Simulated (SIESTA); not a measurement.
The system is Ag.

```
Ag
1.0
     0.00000    2.04275    2.04275
     2.04275    0.00000    2.04275
     2.04275    2.04275    0.00000
Ag
1
Direct
  0.00000 0.00000 0.00000
```

Base run:

```yaml
Program: SIESTA 5.4.2
Functional: PBEsol
Potentials_or_basis: PseudoDojo 0.4 standard (PBEsol files)
Basis: SZ (energy shift 0.003 Ry)
Grid_cutoff: 800 Ry
Energy_shift: 0.003 Ry
k_mesh: 11 × 11 × 11
Occupations: fermi-dirac, width 0.05 eV
Spin: no spin polarisation
```

Its results: band gap on the k mesh none (metal or under the smearing width); pressure 14.4 GPa.

Q: The run is repeated on the same cell with these changes: basis from SZ (energy shift 0.003 Ry) to TZDP (energy shift 0.003 Ry; two zetas on semicore shells). What comes out?

A: Band gap on the k mesh none (metal or under the smearing width); pressure -2.8 GPa.

Caveats: short orbitals over semicore shells can move pressures by several GPa; the basis of atomic orbitals isn't converged, which shifts pressures, moduli and gaps; the basis has no polarisation orbitals (some runs).
